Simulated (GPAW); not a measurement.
# V (Im-3m) in GPAW: further runs, part 2 of 2

GPAW 26.7.0. Earlier steps stand in the parts before.

## (5) Single point, PBE, collinear spin, ferromagnetic start

run.py reads:

```python
from ase import Atoms
from ase.dft.bandgap import bandgap
from ase.io import write
from ase.units import GPa
from gpaw import GPAW, PW

atoms = Atoms(['V'],
              cell=[[-1.51435, 1.51435, 1.51435],
                    [1.51435, -1.51435, 1.51435],
                    [1.51435, 1.51435, -1.51435]],
              scaled_positions=[[0.0, 0.0, 0.0]],
              pbc=True)
atoms.set_initial_magnetic_moments([2.0])

calc = GPAW(mode=PW(600),
            xc='PBE',
            kpts={'size': (12, 12, 12), 'gamma': True},
            occupations={'name': 'methfessel-paxton', 'order': 0, 'width': 0.019000000000000003},
            nbands=15,
            convergence={'density': 1e-05, 'energy': 1e-05},
            maxiter=150,
            txt='gpaw.txt')
atoms.calc = calc
energy = atoms.get_potential_energy()
forces = atoms.get_forces()
stress = atoms.get_stress()
calc.write('gs.gpw')
write('result.traj', atoms)
print(f'Energy: {energy:.6f} eV')
print('Forces (eV/A):')
print(forces.round(4))
print('Stress (GPa):', (stress / GPa).round(3))
print('Moments:', calc.get_magnetic_moments().round(3))
print('Fermi level:', round(calc.get_fermi_level(), 4), 'eV')
print(f'Gap: {bandgap(calc)[0]:.4f} eV, direct: {bandgap(calc, direct=True)[0]:.4f} eV')
```

Potentials or basis: GPAW PAW data sets (gpaw-data 1.2.1), pw.

Command:

```console
$ OMP_NUM_THREADS=1 python run.py
```

gpaw.txt:

```text
__  _  _
 | _ |_)|_||  |
 |__||  | ||/\| - 26.7.0

Input parameters:
  mode=PW(ecut=600.0),
  convergence={'density': 1e-05, 'energy': 1e-05},
  kpts=MonkhorstPack(size=(12, 12, 12), gamma=True),
  maxiter=150,
  nbands=15,
  occupations=Occupations(name='methfessel-paxton', order=0, width=0.019000000000000003),
  xc=XC(name='PBE')

Diagonalizing LCAO Hamiltonian
Converting LCAO to pw mode

       V

Atoms  # Å, Bohr magnetons
|   | symbol |        x |        y |        z |    initial magnetic moments |
|---|--------|----------|----------|----------|-----------------------------|
| 0 |      V | 0.000000 | 0.000000 | 0.000000 | ( 0.0000,  0.0000,  2.0000) |

Unit cell  # Å
| periodic |         x |         y |         z |  lengths |     angles |
|----------|-----------|-----------|-----------|----------|------------|
|      yes | -1.514350 |  1.514350 |  1.514350 | 2.622931 | 109.471221 |
|      yes |  1.514350 | -1.514350 |  1.514350 | 2.622931 | 109.471221 |
|      yes |  1.514350 |  1.514350 | -1.514350 | 2.622931 | 109.471221 |

Number of symmetries: 48
Symmetry operations  # r_c * U_cc + t_c -> r_c
|    | kind |            matrix            |
|----|------|------------------------------|
|  0 |  σ   |  1, 1, 1,  0, 0,-1,  0,-1, 0 |
|  1 |  C4  |  1, 1, 1,  0, 0,-1, -1, 0, 0 |
|  2 |  C2  |  1, 1, 1,  0,-1, 0,  0, 0,-1 |
|  3 |  S6  |  1, 1, 1,  0,-1, 0, -1, 0, 0 |
|  4 |  S6  |  1, 1, 1, -1, 0, 0,  0, 0,-1 |
|  5 |  C4  |  1, 1, 1, -1, 0, 0,  0,-1, 0 |
|  6 |  E   |  1, 0, 0,  0, 1, 0,  0, 0, 1 |
[... 169 lines left out ...]

Converged in 16 steps
Energy contributions relative to reference atoms: (reference = -25820.495562)

Energy contributions:
  Kinetic:          -3.524773
  Coulomb:           2.397248
  Zero:              0.144381
  External:          0.000000
  Xc:               -7.516724
  Entropy:          -0.000311
  Spinorbit:         0.000000
  ----------------------------
  Free energy:      -8.500178
  Extrapolated:     -8.500023

dipole moment: (-3.666475, -3.666475, -3.666475)  # |e|*Ang

Total magnetic moment: (0.000000, 0.000000, 0.107262)

Local magnetic moments
|        x |        y |        z |
|----------|----------|----------|
| 0.000000 | 0.000000 | 0.089586 |  # V    0

Fermi level: 9.086
Eigenvalues  # (at kpt = [-0.000, -0.000, -0.000])
| band index |      eig [eV] | occ [0-1] |      eig [eV] | occ [0-1] |
|------------|---------------|-----------|---------------|-----------|
|          0 |       -54.697 |     1.000 |       -54.609 |     1.000 |
|          1 |       -28.062 |     1.000 |       -27.975 |     1.000 |
|          2 |       -28.062 |     1.000 |       -27.975 |     1.000 |
|          3 |       -28.062 |     1.000 |       -27.975 |     1.000 |
|          4 |         2.600 |     1.000 |         2.652 |     1.000 |
|          5 |         9.474 |     0.000 |         9.581 |     0.000 |
|          6 |         9.474 |     0.000 |         9.581 |     0.000 |
|          7 |         9.474 |     0.000 |         9.581 |     0.000 |
|          8 |        11.414 |     0.000 |        11.466 |     0.000 |
|          9 |        11.414 |     0.000 |        11.466 |     0.000 |
|         10 |        29.583 |     0.000 |        29.628 |     0.000 |
|         11 |        29.583 |     0.000 |        29.628 |     0.000 |
|         12 |        29.583 |     0.000 |        29.628 |     0.000 |
|        ... |               |           |               |           |
|         14 |        35.918 |     0.000 |        35.935 |     0.000 |

No gap
No difference between direct/indirect transitions

Forces  # eV/Ang
|       x |       y |       z |
|---------|---------|---------|
| 0.00000 | 0.00000 | 0.00000 |  # V    0

Stress tensor  # eV/Ang^3
|         x |        y |         z |
|-----------|----------|-----------|
|  0.026097 | 0.000000 | -0.000000 |
|  0.000000 | 0.026097 |  0.000000 |
| -0.000000 | 0.000000 |  0.026097 |

# Writing to gs.gpw (mode='')
```

Run time: 31 s. Hardware: 1 thread of Arm Neoverse V1, shared host; peak memory 0.14 GiB.

Results:

```
Free energy            : -8.5002 eV
Pressure               : -4.2 GPa
Band gap on the k mesh : none (metal or under the smearing width)
Net moment             : 0.11 μB per cell
Site moments           : V +0.09 μB
```

## (6) Single point, PBE, collinear spin, ferromagnetic start

run.py, as its differences from that of step 5:

```diff
@@ -1,4 +1,3 @@
-from ase import Atoms
 from ase.dft.bandgap import bandgap
-from ase.io import write
+from ase.io import read, write
 from ase.units import GPa
@@ -6,8 +5,3 @@
 
-atoms = Atoms(['V'],
-              cell=[[-1.51435, 1.51435, 1.51435],
-                    [1.51435, -1.51435, 1.51435],
-                    [1.51435, 1.51435, -1.51435]],
-              scaled_positions=[[0.0, 0.0, 0.0]],
-              pbc=True)
+atoms = read('V.xyz')
 atoms.set_initial_magnetic_moments([2.0])
@@ -17,3 +11,3 @@
             kpts={'size': (12, 12, 12), 'gamma': True},
-            occupations={'name': 'methfessel-paxton', 'order': 0, 'width': 0.019000000000000003},
+            occupations={'name': 'methfessel-paxton', 'order': 0, 'width': 0.02},
             nbands=15,
```

V.xyz reads:

```xyz
1
Lattice="-1.5143500000 1.5143500000 1.5143500000 1.5143500000 -1.5143500000 1.5143500000 1.5143500000 1.5143500000 -1.5143500000" Properties=species:S:1:pos:R:3 pbc="T T T"
V      0.0000000000      0.0000000000      0.0000000000
```

Potentials or basis: GPAW PAW data sets (gpaw-data 1.2.1), pw.

Command:

```console
$ OMP_NUM_THREADS=1 python run.py
```

Wall time 32 s (1 thread of Arm Neoverse V1, shared host); peak memory 0.15 GiB.

It converged, with:

| Quantity | Value |
| --- | --- |
| Free energy | -8.5002 eV |
| Pressure | -4.2 GPa |
| Band gap on the k mesh | none (metal or under the smearing width) |
| Net moment | 0.11 μB per cell |
| Site moments | V +0.09 μB |

Levels at points of the mesh, in eV from the Fermi level:
Spin up:
```csv
k point,band 2,band 3,band 4,band 5,band 6,band 7,band 8,band 9,band 10,band 11
"(0.00, 0.00, 0.00)",-37.15,-37.15,-37.15,-6.49,0.39,0.39,0.39,2.33,2.33,20.50
"(0.50, 0.50, 0.00)",-37.96,-37.40,-37.15,-3.03,-1.07,1.54,2.32,2.67,3.94,9.85
"(0.50, 0.50, 0.50)",-37.70,-37.70,-37.70,-2.81,-2.81,3.56,3.56,3.56,9.93,9.93
```
Spin down:
```csv
k point,band 2,band 3,band 4,band 5,band 6,band 7,band 8,band 9,band 10,band 11
"(0.00, 0.00, 0.00)",-37.06,-37.06,-37.06,-6.43,0.49,0.49,0.49,2.38,2.38,20.54
"(0.50, 0.50, 0.00)",-37.87,-37.31,-37.07,-2.96,-0.97,1.58,2.39,2.72,4.05,9.93
"(0.50, 0.50, 0.50)",-37.61,-37.61,-37.61,-2.77,-2.77,3.67,3.67,3.67,10.01,10.01
```

## (7) Overview

| smearing | gap on the mesh (eV) | pressure (GPa) | moment (μB) |
| --- | --- | --- | --- |
| gaussian 0.016 eV | none | -4.2 | 0.11 |
| gaussian 0.017 eV | none | -4.2 | 0.11 |
| gaussian 0.018 eV | none | -4.2 | 0.11 |
| gaussian 0.019 eV | none | -4.2 | 0.11 |
| gaussian 0.02 eV | none | -4.2 | 0.11 |

Alike in all rows: task single point; level PBE; potentials or basis GPAW PAW data sets (gpaw-data 1.2.1), pw; spin collinear, ferromagnetic start; cell as given; k mesh 12 × 12 × 12; cutoff (eV) 600.

Every run on the cell as given and a fine mesh finds a metal.

Absolute energies hang on the potentials; compare differences alone.
